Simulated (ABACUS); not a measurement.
# V (Im-3m) in ABACUS: settings compared

The runs below take V through single point, with PBE, LDA-PW92, WC.

All numbers are computed with ABACUS 3.10.1; they aren't measurements. Logs are shortened: lines on timing, memory, paths and dates and some standing lists are left out, and cuts for length are marked.

**1. The structure**

Symmetry: Im-3m, No. 229, cubic system. The conventional cell has a = 3.029 Å, b = 3.029 Å, c = 3.029 Å, α = 90.00°, β = 90.00°, γ = 90.00°. Around V (site symmetry m-3m) lie 8 V at 2.62 Å.

**2. Single point, PBE, collinear spin, ferromagnetic start**

The input, INPUT:

```
INPUT_PARAMETERS
suffix              V
calculation         scf
basis_type          lcao
pseudo_dir          ./
orbital_dir         ./
symmetry            1
dft_functional      pbe
ecutwfc             100
pseudo_rcut         10
nspin               2
nbands              12
ks_solver           genelpa
smearing_method     fd
smearing_sigma      0.00367493
scf_thr             1e-07
scf_nmax            100
mixing_type         broyden
mixing_beta         0.4
cal_force           1
cal_stress          1
out_mul             1
out_chg             1
out_pot             2
out_elf             1
```

The input, STRU:

```
ATOMIC_SPECIES
V 50.9415 V.upf

NUMERICAL_ORBITAL
V_confined-atom_7au_4s3p3d1f.orb

LATTICE_CONSTANT
1.8897261246

LATTICE_VECTORS
-1.5143500000 1.5143500000 1.5143500000
1.5143500000 -1.5143500000 1.5143500000
1.5143500000 1.5143500000 -1.5143500000

ATOMIC_POSITIONS
Direct

V
0.0
1
0.0000000000 0.0000000000 0.0000000000 1 1 1 mag 2
```

The input, KPT:

```
K_POINTS
0
Gamma
12 12 12 0 0 0
```

Potentials or basis: PseudoDojo NC SR 0.4.1 PBE standard, TZDP LCAO (the cutoffs set its grid).

Started as:

```console
$ OMP_NUM_THREADS=1 mpirun -np 4 abacus > log
```

running log:

```text
ABACUS v3.10.1

               Atomic-orbital Based Ab-initio Computation at UStc

 ------------------------------------------------------------------------------------

 READING GENERAL INFORMATION
                           global_out_dir = OUT.V/
                           global_in_card = INPUT
                               pseudo_dir = ./
                              orbital_dir = ./
                                    DSIZE = 4
                                    GSIZE = 1

 READING UNITCELL INFORMATION
                                    ntype = 1
                  lattice constant (Bohr) = 1.88973
              lattice constant (Angstrom) = 1

 READING ATOM TYPE 1
                               atom label = V
                      L=0, number of zeta = 4
                      L=1, number of zeta = 3
                      L=2, number of zeta = 3
                      L=3, number of zeta = 1
             number of atom for this type = 1
               magnetization of element 1 = 2

                        TOTAL ATOM NUMBER = 1
DIRECT COORDINATES
    atom                   x                   y                   z     mag                  vx                  vy                  vz
taud_V1            0.0000000000        0.0000000000        0.0000000000  2.0000        0.0000000000        0.0000000000        0.0000000000

                          Volume (Bohr^3) = 93.7423
                             Volume (A^3) = 13.8912

 Lattice vectors: (Cartesian coordinate: in unit of a_0)
             -1.51435            +1.51435            +1.51435
             +1.51435            -1.51435            +1.51435
             +1.51435            +1.51435            -1.51435
 Reciprocal vectors: (Cartesian coordinate: in unit of 2 pi/a_0)
                   +0           +0.330175           +0.330175
            +0.330175                  +0           +0.330175
            +0.330175           +0.330175                  +0
 The esolver type has been set to : ksdft_lcao

                PAO radial cut off (Bohr) = 10

 Read in pseudopotential file is V.upf
                     pseudopotential type = NC
          exchange-correlation functional = PBE
                 nonlocal core correction = 1
                        valence electrons = 13
                                     lmax = 2
                           number of zeta = 4
                     number of projectors = 6
                           L of projector = 0
                           L of projector = 0
                           L of projector = 1
                           L of projector = 1
                           L of projector = 2
                           L of projector = 2
     initial pseudo atomic orbital number = 10
 The readin total magnetization is 2

 SETUP THE ELECTRONS NUMBER
             electron number of element V = 13
       total electron number of element V = 13
            AUTOSET number of electrons:  = 13
                           occupied bands = 7
                                   NLOCAL = 35
                                   NBANDS = 12
                                   NBANDS = 12
                                   NLOCAL = 35

%%%%%%%%%%%%%%%%%%%%%%%%%%%%%%%%%%%%%%%%%%%%%%%%%%%%%%%%%%%%%%%%%%%%%%%%%%%%%%%%%%%%%%%%%%%%%%%%%%%%%%%%%%
 Warning: the number of valence electrons in pseudopotential > 5 for V: [Ar] 3d3 4s2
 Pseudopotentials with additional electrons can yield (more) accurate outcomes, but may be less efficient.
 If you're confident that your chosen pseudopotential is appropriate, you can safely ignore this warning.
%%%%%%%%%%%%%%%%%%%%%%%%%%%%%%%%%%%%%%%%%%%%%%%%%%%%%%%%%%%%%%%%%%%%%%%%%%%%%%%%%%%%%%%%%%%%%%%%%%%%%%%%%%

 SETUP THE PLANE WAVE BASIS
 energy cutoff for charge/potential (unit:Ry) = 400
            fft grid for charge/potential = [ 32, 32, 32 ]
                        fft grid division = [ 4, 4, 4 ]
        big fft grid for charge/potential = [ 8, 8, 8 ]
                                     nbxx = 128
                                     nrxx = 8192

 SETUP PLANE WAVES FOR CHARGE/POTENTIAL
                    number of plane waves = 12623
                         number of sticks = 735

 PARALLEL PW FOR CHARGE/POTENTIAL
     PROC   COLUMNS(POT)             PW
        1            184           3156
        2            184           3156
        3            183           3155
        4            184           3156
 --------------- sum -------------------
        4            735          12623
                            number of |g| = 150
                                  max |g| = 35.9751
                                  min |g| = 0.218031

----------- Double Check Mixing Parameters Begin ------------
mixing_type: broyden
mixing_beta: 0.4
mixing_gg0: 1
mixing_gg0_min: 0.1
mixing_beta_mag: 1.6
mixing_gg0_mag: 0
mixing_ndim: 8
----------- Double Check Mixing Parameters End ------------

 LATTICE VECTORS: (CARTESIAN COORDINATE: IN UNIT OF A0)
             -1.51435            +1.51435            +1.51435
             +1.51435            -1.51435            +1.51435
             +1.51435            +1.51435            -1.51435
                       right hand lattice = 1
                                   NORM_A = 2.62293
                                   NORM_B = 2.62293
                                   NORM_C = 2.62293
                           ALPHA (DEGREE) = 109.471
                           BETA  (DEGREE) = 109.471
                           GAMMA (DEGREE) = 109.471

 The lattice vectors have been changed (STRU_SIMPLE.cif)

(for optimal symmetric configuration:)
                             BRAVAIS TYPE = 2
                     BRAVAIS LATTICE NAME = 02. Cubic I (body-centered)
                                    ibrav = 2
                                    IBRAV = 2
                                  BRAVAIS = BODY CENTERED CUBIC
                       LATTICE CONSTANT A = 3.0287
Original cell was already a primitive cell.
                        ROTATION MATRICES = 48
              PURE POINT GROUP OPERATIONS = 48
                   SPACE GROUP OPERATIONS = 48
                              POINT GROUP = O_h
               POINT GROUP IN SPACE GROUP = O_h

 SETUP K-POINTS
                                    nspin = 2
                   Input type of k points = Monkhorst-Pack(Gamma)
                                   nkstot = 1728
                       right hand lattice = 1
(for reciprocal lattice: )
[... 8 lines left out ...]
                       right hand lattice = 1
                        ROTATION MATRICES = 48
                               nkstot_ibz = 72
K-POINTS REDUCTION ACCORDING TO SYMMETRY
     IBZ    DIRECT_X    DIRECT_Y    DIRECT_Z  WEIGHT  ibz2bz
       1  0.00000000  0.00000000  0.00000000  0.0006       0
       2 -0.08333333  0.08333333  0.00000000  0.0069       1
       3 -0.16666667  0.16666667  0.00000000  0.0069       2
       4 -0.25000000  0.25000000  0.00000000  0.0069       3
       5 -0.33333333  0.33333333  0.00000000  0.0069       4
       6 -0.41666667  0.41666667  0.00000000  0.0069       5
[... 22 lines left out ...]
      29 -0.16666667  0.16666667  0.08333333  0.0139     178
      30  0.41666667  0.25000000  0.25000000  0.0139     183
[... 42 further k points ...]

                               nkstot now = 72
[... K-POINTS DIRECT COORDINATES: 72 rows ...]

           k-point number in this process = 72
       minimum distributed K point number = 72
[... stars of the k points ...]
                             nks(nspin=2) = 144
                          nkstot(nspin=2) = 144

[... K-POINTS CARTESIAN COORDINATES: 144 rows ...]

[... K-POINTS DIRECT COORDINATES: 144 rows ...]

 SETUP PLANE WAVES FOR WAVE FUNCTIONS
     energy cutoff for wavefunc (unit:Ry) = 100
              fft grid for wave functions = [ 32, 32, 32 ]
                    number of plane waves = 2659
                         number of sticks = 261

 PARALLEL PW FOR WAVE FUNCTIONS
     PROC   COLUMNS(POT)             PW
        1             65            664
        2             65            664
        3             66            666
        4             65            665
 --------------- sum -------------------
        4            261           2659

 SET NONLOCAL PSEUDOPOTENTIAL PROJECTORS
 max number of nonlocal projetors among all species is 6

 -------------------------------------------
 SELF-CONSISTENT
 -------------------------------------------

 SETUP SEARCHING RADIUS FOR PROGRAM TO SEARCH ADJACENT ATOMS
                  longest orb rcut (Bohr) = 7
   longest nonlocal projector rcut (Bohr) = 1.7
                     search radius (Bohr) = 17.4
              searching radius is (Bohr)) = 17.4
         searching radius unit is (Bohr)) = 1.89
                         PeriodicBoundary = 1
                        Radius(unit:lat0) = 9.21
                                   glayer = [ 6, 6, 6 ]
                             glayer_minus = [ 5, 5, 5 ]

Find the coordinate range of the input atom(unit:lat0).
                                  min_tau = [ -22.7, -22.7, -22.7 ]
                                  max_tau = [ 22.7, 22.7, 22.7 ]
                                BoxNumber = [ 11, 11, 11 ]

 SETUP EXTENDED REAL SPACE GRID FOR GRID INTEGRATION
                          real space grid = [ 32, 32, 32 ]
                 big cell numbers in grid = [ 8, 8, 8 ]
             meshcell numbers in big cell = [ 4, 4, 4 ]
                        extended fft grid = [ 14, 14, 14 ]
                dimension of extened grid = [ 37, 37, 37 ]
                            UnitCellTotal = 125
              Atom number in sub-FFT-grid = 1
    Local orbitals number in sub-FFT-grid = 35
                                ParaV.nnr = 48276
                                 init_chg = atomic

 LCAO ALGORITHM --------------- ION=   1  ELEC=   1--------------------------------
          total magnetism (Bohr mag/cell) = 0.888448
       absolute magnetism (Bohr mag/cell) = 0.888452
                        nelec for spin up = 6.94422
                      nelec for spin down = 6.05578

 Density error is 0.103346423137
----------------------------------------------------------
     Energy           Rydberg                 eV
----------------------------------------------------------
 E_KohnSham     -147.5887189943      -2008.0475388434
 E_Harris       -149.6377573313      -2035.9261356463
 E_Fermi        1.2533013657         17.0520398842
----------------------------------------------------------
[... 211 lines left out ...]
 LCAO ALGORITHM --------------- ION=   1  ELEC=  16--------------------------------
          total magnetism (Bohr mag/cell) = -3.88533e-06
       absolute magnetism (Bohr mag/cell) = 3.88535e-06
                        nelec for spin up = 6.5
                      nelec for spin down = 6.5

 Density error is 4.83183924571e-08
----------------------------------------------------------
     Energy           Rydberg                 eV
----------------------------------------------------------
 E_KohnSham     -147.6149802813      -2008.4048419840
 E_KS(sigma->0) -147.6143260607      -2008.3959408551
 E_Harris       -147.6149811775      -2008.4048541768
 E_band         -11.0826105745       -150.7866525283
 E_one_elec     -46.5578853935       -633.4525281827
 E_Hartree      29.2714554823        398.2585833124
 E_xc           -22.8685633783       -311.1427670186
 E_Ewald        -107.4586785505      -1462.0503278372
 E_entropy(-TS) -0.0013084413        -0.0178022578
 E_descf        0.0000000000         0.0000000000
 E_exx          0.0000000000         0.0000000000
 E_Fermi        1.1812352125         16.0715295682
----------------------------------------------------------

 charge density convergence is achieved
 final etot is -2008.404842 eV
 EFERMI = 16.071529568 eV
The vacuum level is 15.120528147 eV

 STATE ENERGY(eV) AND OCCUPATIONS    NSPIN == 2
SPIN UP :
 1/72 kpoint (Cartesian) = 0.0000 0.0000 0.0000 (402 pws)
       1       -47.6899    0.000578704
       2       -21.0347    0.000578704
       3       -21.0347    0.000578704
       4       -21.0347    0.000578704
       5        9.55031    0.000578704
       6        16.4903    1.33257e-07
       7        16.4903    1.33257e-07
       8        16.4903    1.33257e-07
       9        18.4340    1.74806e-24
      10        18.4340    1.74806e-24
      11        36.6607        0.00000
      12        36.6607        0.00000
[... 57 lines left out ...]
 6/72 kpoint (Cartesian) = 0.13757 -0.13757 0.0000 (398 pws)
       1       -47.5270     0.00694444
       2       -21.7994     0.00694444
       3       -21.2750     0.00694444
       4       -21.0399     0.00694444
       5        12.9599     0.00694444
       6        15.0965     0.00694444
       7        16.9909    7.17674e-11
       8        18.4107    3.33879e-23
       9        18.7310    5.52311e-26
      10        19.7382    9.85498e-35
      11        26.8769        0.00000
      12        32.1727        0.00000

[... levels at 138 further k points ...]

-------------------------------------------------
 Total Magnetism (uB)
-------------------------------------------------
                         V1        -0.0000038853
-------------------------------------------------

 correction force for each atom along direction 1 is -6.58242e-14
 correction force for each atom along direction 2 is -2.16820e-14
 correction force for each atom along direction 3 is -1.63095e-13
------------------------------------------------------------------------------------------
 TOTAL-FORCE (eV/Angstrom)
------------------------------------------------------------------------------------------
                        V1         0.0000000000         0.0000000000         0.0000000000
------------------------------------------------------------------------------------------

----------------------------------------------------------------
 TOTAL-STRESS (KBAR)
----------------------------------------------------------------
       -49.6649289927         0.0000000000         0.0000000000
         0.0000000000       -49.6649289927         0.0000000000
        -0.0000000000        -0.0000000000       -49.6649289927
----------------------------------------------------------------
 TOTAL-PRESSURE: -49.664929 KBAR

 --------------------------------------------
 !FINAL_ETOT_IS -2008.4048419839912185 eV
 --------------------------------------------
```

Wall time 15 s (4 MPI ranks of AMD EPYC 9B14 (Zen 4), shared host); peak memory 0.44 GiB.

Results:

| Property | Result |
| --- | --- |
| Free energy | -2008.4048 eV |
| Pressure | -5.0 GPa |
| Band gap on the k mesh | none (metal or under the smearing width) |
| Net moment | 0.00 μB per cell |
| Absolute moment | 0.00 μB per cell |

Levels at points of the mesh, in eV from the Fermi level:
Spin up:
```
           k point  band 2  band 3  band 4  band 5  band 6  band 7  band 8  band 9  band 10  band 11
(0.00, 0.00, 0.00)  -37.11  -37.11  -37.11   -6.52    0.42    0.42    0.42    2.36     2.36    20.59
(0.50, 0.50, 0.00)  -37.92  -37.36  -37.11   -3.07   -1.06    1.53    2.35    2.70     3.98     9.82
(0.50, 0.50, 0.50)  -37.67  -37.67  -37.67   -2.85   -2.85    3.60    3.60    3.60     9.92     9.92
```
Spin down:
```csv
k point,band 2,band 3,band 4,band 5,band 6,band 7,band 8,band 9,band 10,band 11
"(0.00, 0.00, 0.00)",-37.11,-37.11,-37.11,-6.52,0.42,0.42,0.42,2.36,2.36,20.59
"(0.50, 0.50, 0.00)",-37.92,-37.36,-37.11,-3.07,-1.06,1.53,2.35,2.70,3.98,9.82
"(0.50, 0.50, 0.50)",-37.67,-37.67,-37.67,-2.85,-2.85,3.60,3.60,3.60,9.92,9.92
```

Caveat: the atomic orbitals were generated for these runs and aren't a published set; the basis of atomic orbitals isn't converged, which shifts pressures, moduli and gaps.

**3. Single point, LDA-PW92, collinear spin, ferromagnetic start**

The input, run_abacus.py:

```python
"""ABACUS run from a structure file: ASE reads it, the script writes STRU, KPT and INPUT."""
import re
import subprocess
from ase.io import read
from ase.units import Bohr

atoms = read("POSCAR")
atoms = atoms[(-atoms.numbers).argsort(kind="stable")]  # ABACUS lists atoms element by element
pseudo = {'V': 'v_lda_v1.4.uspp.F.UPF'}
orbital = {}
magmoms = [2.0]
kmesh = [10, 10, 10]
params = {
    'suffix': 'V',
    'calculation': 'scf',
    'basis_type': 'pw',
    'pseudo_dir': './',
    'symmetry': 1,
    'dft_functional': 'LDA_X+LDA_C_PW',
    'ecutwfc': 40,
    'pseudo_rcut': 10,
    'nspin': 2,
    'nbands': 18,
    'ks_solver': 'dav',
    'smearing_method': 'fd',
    'smearing_sigma': 0.00367493,
    'scf_thr': 1e-08,
    'scf_nmax': 100,
    'mixing_type': 'broyden',
    'mixing_beta': 0.4,
    'cal_force': 1,
    'cal_stress': 1,
    'ecutrho': 320,
    'out_chg': 1,
    'kpar': 4,
}

symbols = atoms.get_chemical_symbols()
elements = list(dict.fromkeys(symbols))
lines = ["ATOMIC_SPECIES"] + [f"{e} {atoms.get_masses()[symbols.index(e)]:.4f} {pseudo[e]}" for e in elements]
if orbital:
    lines += ["", "NUMERICAL_ORBITAL"] + [orbital[e] for e in elements]
lines += ["", "LATTICE_CONSTANT", f"{1 / Bohr:.10f}", "", "LATTICE_VECTORS"]
lines += [" ".join(f"{x:.10f}" for x in v) for v in atoms.cell]
lines += ["", "ATOMIC_POSITIONS", "Direct"]
for e in elements:
    lines += ["", e, "0.0", str(symbols.count(e))]
    for i, p in enumerate(atoms.get_scaled_positions(wrap=False)):
        if symbols[i] == e:
            mag = "" if magmoms is None else " mag " + " ".join(str(x) for x in (magmoms[i] if isinstance(magmoms[i], list) else [magmoms[i]]))
            lines.append(" ".join(f"{x:.10f}" for x in p) + " 1 1 1" + mag)
open("STRU", "w").write("\n".join(lines) + "\n")
open("KPT", "w").write("K_POINTS\n0\nGamma\n%d %d %d 0 0 0\n" % tuple(kmesh))
open("INPUT", "w").write("INPUT_PARAMETERS\n" + "".join(f"{k:<20s}{v}\n" for k, v in params.items()))

done = subprocess.run(['mpirun', '-np', '4', 'abacus'])
if done.returncode:
    raise SystemExit(done.returncode)
log = open("OUT.V/running_scf.log").read()
print("final energy (eV):", re.findall(r"FINAL_ETOT_IS (\S+)", log))
```

The input, POSCAR:

```
V
1.0
   -1.5143500000      1.5143500000      1.5143500000
    1.5143500000     -1.5143500000      1.5143500000
    1.5143500000      1.5143500000     -1.5143500000
V
1
Direct
    0.0000000000      0.0000000000      0.0000000000
```

Potentials or basis: GBRV ultrasoft 1.5 LDA, plane waves.

Started as:

```console
$ OMP_NUM_THREADS=1 python run_abacus.py > log
```

Wall time 6 s (4 MPI ranks of Intel Xeon 6975P-C (Granite Rapids), shared host); peak memory 0.36 GiB.

It converged, with:

```yaml
Free_energy: -1973.9556 eV
Pressure: -17.1 GPa
Band_gap_on_the_k_mesh: none (metal or under the smearing width)
Net_moment: 0.00 μB per cell
Absolute_moment: 0.00 μB per cell
```

Levels at points of the mesh, in eV from the Fermi level:
Spin up:
```tsv
k point	band 4	band 5	band 6	band 7	band 8	band 9
(0.00, 0.00, 0.00)	-36.81	-6.45	0.37	0.37	0.37	2.29
(0.50, 0.50, 0.00)	-36.82	-3.08	-1.11	1.63	2.28	2.62
(0.50, 0.50, 0.50)	-37.39	-2.88	-2.88	3.57	3.57	3.57
```
Spin down:
```
           k point  band 2  band 3  band 4  band 5  band 6  band 7  band 8  band 9  band 10  band 11
(0.00, 0.00, 0.00)  -36.81  -36.81  -36.81   -6.45    0.37    0.37    0.37    2.29     2.29    20.41
(0.50, 0.50, 0.00)  -37.65  -37.07  -36.82   -3.08   -1.10    1.64    2.28    2.62     3.95     9.78
(0.50, 0.50, 0.50)  -37.39  -37.39  -37.39   -2.88   -2.88    3.57    3.57    3.57     9.93     9.93
```

Caveat: so large a pressure means that the cell lies far from this level's equilibrium, or that cutoff or potentials fall short.

[end of part 1 of 2]
